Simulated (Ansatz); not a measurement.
Consider InCuS$_{2}$ in the chalcopyrite structure (space group I-42d, No. 122; a = 5.522 Å, c = 11.130 Å). Axes: x, y, z lie along a, b, c of the conventional cell.

All numbers come from Kohn–Sham DFT with the r2SCAN functional, run in Ansatz (a program for electronic structure) with PAW and 500 eV plane waves, no SOC.

Strains are applied to the cell and any free atomic positions relax; under biaxial strain the out-of-plane vector relaxes too.

One change was made to it. Results:

The pressure (mean of the normal stresses, compression positive) goes from zero to -8.3 kbar; the shortest interatomic distance grows by 0.008 Å to 2.319 Å; the band gap decreases by 0.04 eV, from 0.36 eV to 0.32 eV.

**Question.** What was done to the base?
(A) strain tensor (xx, yy, zz, yz, xz, xy) = (−0.61, +1.46, +0.32, +0.21, −0.02, −0.50) %
(B) uniaxial strain ε_zz = −0.41 %
(C) biaxial strain −3.59 %, plane normal [001], relaxed out of plane
(D) tensor shear ε_xy = −3.60 %

**Answer.** A, strain tensor (xx, yy, zz, yz, xz, xy) = (−0.61, +1.46, +0.32, +0.21, −0.02, −0.50) %. For comparison, the pressure in the other runs: uniaxial strain ε_zz = −0.41 % gives 3.1 kbar; tensor shear ε_xy = −3.60 % gives -0.5 kbar; biaxial strain −3.59 %, plane normal [001], relaxed out of plane gives 19.2 kbar.

Whether these cells are dynamically stable was not tested. The final runs are not spin-polarised. The zero or small gap of InCuS2 under tensor shear ε_xy = −3.60 % can change with the level of theory.
